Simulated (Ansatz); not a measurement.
A distorted cell of CaF2 (fluorite):

```xyz
3
Lattice="0.0000 2.7202 2.7202 2.7202 0.0000 2.7202 2.7202 2.7202 0.0000" Properties=species:S:1:pos:R:3 pbc="T T T"
Ca     0.0000     0.0000     0.0000
F      1.3601     1.3601     1.3601
F      3.9972     3.9972     3.9972
```

The numbers are results of r2SCAN (plane waves to 500 eV, PAW, scalar-relativistic; Ansatz, a quantum-chemistry and plane-wave program), not measurements. k mesh 9×9×9 (Γ-centred), Fermi-Dirac smearing 0.05 eV. The energy includes the smearing's −TS. Stress and pressure are positive under compression. CaF2 was relaxed with its symmetry unable to fall. The PAW data are Ansatz's earlier set.

Q: What forces act on the atoms (eV/Å, Cartesian)?

A: 
```
atom      Fx      Fy      Fz
----  ------  ------  ------
Ca1   -0.144  -0.144  -0.144
F2    -0.203  -0.203  -0.203
F3     0.347   0.347   0.347
```

Q: Give the stress tensor in GPa and the pressure.

A: 
```
   0.53    -0.83    -0.83
  -0.83     0.53    -0.83
  -0.83    -0.83     0.53
```
The pressure, a third of the trace, is 0.53 GPa.

Q: In it atom 3 sits (-0.083, -0.083, -0.083) Å away from its relaxed site. What is its energy relative to the relaxed cell?

A: 45.9 meV/cell.

(For displaced atoms, the force is minus the slope of the energy, and its curvature is a force constant, which sets phonon frequencies.)
